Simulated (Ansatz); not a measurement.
# BN: ab initio molecular dynamics

All numbers below come from Ansatz 0.2.0, DFT PBE, scalar-relativistic, plane waves, PAW. Settings: plane waves to 420 eV, k-mesh 2×2×2 (shifted by 0.5, 0.5, 0.5 steps), Fermi–Dirac smearing 0.16 eV. The mesh is coarse. No spin polarisation.

16 atoms, starting at 1.06 times the perfect crystal's volume (space group F-43m, the cell as given, not relaxed at this level); Nosé–Hoover thermostat at 1800 K, fixed cell; 150 steps of 0.75 fs. The run is short and not equilibrated.

First frame:

```
B N
1.0
    -3.69712    3.69712    0.00000
     0.00000    3.69712   -3.69712
    -3.69712    0.00000   -3.69712
B N
8 8
Direct
  0.00000 0.50000 0.50000
  0.00000 0.00000 0.50000
  0.00000 0.50000 0.00000
  0.00000 0.00000 0.00000
  0.50000 0.50000 0.50000
  0.50000 0.00000 0.50000
  0.50000 0.50000 0.00000
  0.50000 0.00000 0.00000
  0.37500 0.87500 0.37500
  0.37500 0.37500 0.37500
  0.37500 0.87500 0.87500
  0.37500 0.37500 0.87500
  0.87500 0.87500 0.37500
  0.87500 0.37500 0.37500
  0.87500 0.87500 0.87500
  0.87500 0.37500 0.87500
```

- Mean temperature over the second half: 1091 K
- Mean pressure over the second half (kinetic part included): -11.5 GPa
- Mean potential energy above the perfect crystal (as given, at volume ratio 1; besides heat the difference comes from the volume, 6 % larger; its own run had another smearing, without effect beside its gap): 151 meV/atom
- Drift of the conserved energy over the run: 0.45 meV/atom
- Mean-square drift of B from first to last step (mean shift of all atoms removed): 0.01 Å²
- Mean-square drift of N from first to last step (mean shift of all atoms removed): 0.01 Å²

Pair distribution functions g(r), second half of the run, up to half the cell's height:

| r (Å) | B-N |
| --- | --- |
| 1.25 | 0.0 |
| 1.35 | 0.0 |
| 1.45 | 1.9 |
| 1.55 | 6.6 |
| 1.65 | 5.4 |
| 1.75 | 1.6 |
| 1.85 | 0.2 |
| 1.95 | 0.0 |
| 2.05 | 0.0 |

Along the run (potential energy from its first value; pressure with the kinetic part):

| t (fs) | T (K) | ΔE_pot (meV/atom) | P (GPa) |
| --- | --- | --- | --- |
| 0.0 | 1800 | 0.0 | -15.8 |
| 4.5 | 1028 | 93.9 | -12.7 |
| 9.0 | 202 | 194.6 | -9.2 |
| 13.5 | 631 | 142.4 | -11.4 |
| 18.0 | 1180 | 76.6 | -14.5 |
| 22.5 | 1171 | 79.2 | -14.5 |
| 27.0 | 742 | 132.6 | -11.0 |
| 31.5 | 672 | 142.2 | -9.5 |
| 36.0 | 1032 | 100.1 | -12.4 |
| 40.5 | 1184 | 84.1 | -14.9 |
| 45.0 | 1027 | 105.8 | -12.9 |
| 49.5 | 741 | 142.9 | -9.9 |
| 54.0 | 783 | 139.9 | -10.6 |
| 58.5 | 1078 | 107.0 | -13.0 |
| 63.0 | 1047 | 114.4 | -13.1 |
| 67.5 | 875 | 138.7 | -11.7 |
| 72.0 | 1027 | 123.5 | -10.6 |
| 76.5 | 1368 | 86.6 | -10.9 |
| 81.0 | 1189 | 113.3 | -11.7 |
| 85.5 | 756 | 169.5 | -12.4 |
| 90.0 | 778 | 169.5 | -12.2 |
| 94.5 | 1195 | 122.3 | -11.3 |
| 99.0 | 1216 | 124.4 | -9.9 |
| 103.5 | 1113 | 140.9 | -9.8 |
| 108.0 | 1344 | 116.8 | -11.5 |
| 112.5 | 1273 | 129.6 | -12.4 |